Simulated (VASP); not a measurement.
## Si2Ni: relaxation of cell and atoms with PBEsol

Si2Ni:

```
Ni Si
1.0
     0.00000    2.70300    2.70300
     2.70300    0.00000    2.70300
     2.70300    2.70300    0.00000
Ni Si
1 2
Direct
  0.00000 0.00000 0.00000
  0.75000 0.75000 0.75000
  0.25000 0.25000 0.25000
```

| Item | Value |
| --- | --- |
| Program | VASP 6.6.1 |
| Task | relaxation of cell and atoms |
| Functional | PBEsol |
| Potentials or basis | VASP PAW PBE potentials, release 64 (Ni, Si) |
| Cutoff | 600 eV |
| k mesh | 8 × 8 × 8 |
| Occupations | fermi-dirac, width 0.05 eV |
| Spin | collinear spin, ferromagnetic start |
| Starting moments | [1.0, 0.0, 0.0] μB |
| Ladder | gaps |
| Further INCAR settings | ALGO = Normal; EDIFF = 1e-06; IBRION = 2; EDIFFG = -0.01; NSW = 40; ISIF = 3 |

```json
{"Relaxed volume": "13.04 Å³/atom", "Relaxed cell": "a = 3.810 Å, b = 3.810 Å, c = 3.810 Å, α = 60.00°, β = 60.00°, γ = 60.00°", "Space group after relaxing (to 0.05 Å)": "Fm-3m (No. 225)", "Energy gained by relaxing": "0.6 meV/atom", "Ionic steps": "3", "Pressure after relaxing": "-0.1 GPa", "Band gap on the k mesh": "none (metal or under the smearing width)", "Net moment": "0.00 μB per cell", "Valence electrons inside the program's atomic spheres": "Ni 9.85; Si 1.59"}
```

The path:
```
step  energy change (eV)  largest force (eV/Å)  pressure (GPa)  volume (Å³)
   1              0.0000                0.0000           -1.50        39.50
   2             -0.0006                0.0000            1.30        38.80
   3             -0.0018                0.0000           -0.08        39.11
```

Final structure:
```
Ni Si
1.0
     0.00000    2.69420    2.69420
     2.69420    0.00000    2.69420
     2.69420    2.69420    0.00000
Ni Si
1 2
Direct
  0.00000 0.00000 0.00000
  0.75000 0.75000 0.75000
  0.25000 0.25000 0.25000
```

Levels at points of the mesh, in eV from the Fermi level:
Spin up:
```tsv
k point	band 6	band 7	band 8	band 9	band 10	band 11	band 12	band 13
(0.00, 0.00, 0.00)	-3.50	-0.10	1.81	1.81	1.81	2.33	2.33	2.33
(0.50, 0.00, 0.00)	-3.32	-3.32	-1.37	-1.37	1.85	1.90	1.90	2.75
(0.50, 0.50, 0.00)	-3.60	-3.60	-3.43	-3.09	-0.33	1.41	7.85	8.48
```
Spin down:
```csv
k point,band 7,band 8,band 9,band 10,band 11,band 12
"(0.00, 0.00, 0.00)",-0.10,1.81,1.81,1.81,2.33,2.33
"(0.50, 0.00, 0.00)",-3.32,-1.37,-1.37,1.85,1.90,1.90
"(0.50, 0.50, 0.00)",-3.60,-3.43,-3.09,-0.33,1.41,7.85
```

Wall time 60 s on 1 thread of Intel(R) Xeon(R) Platinum 8488C (Sapphire Rapids), on a shared host, peak memory 0.22 GiB.

Caveat: the PAW data sets were made with another functional, which shifts forces and pressure a little.
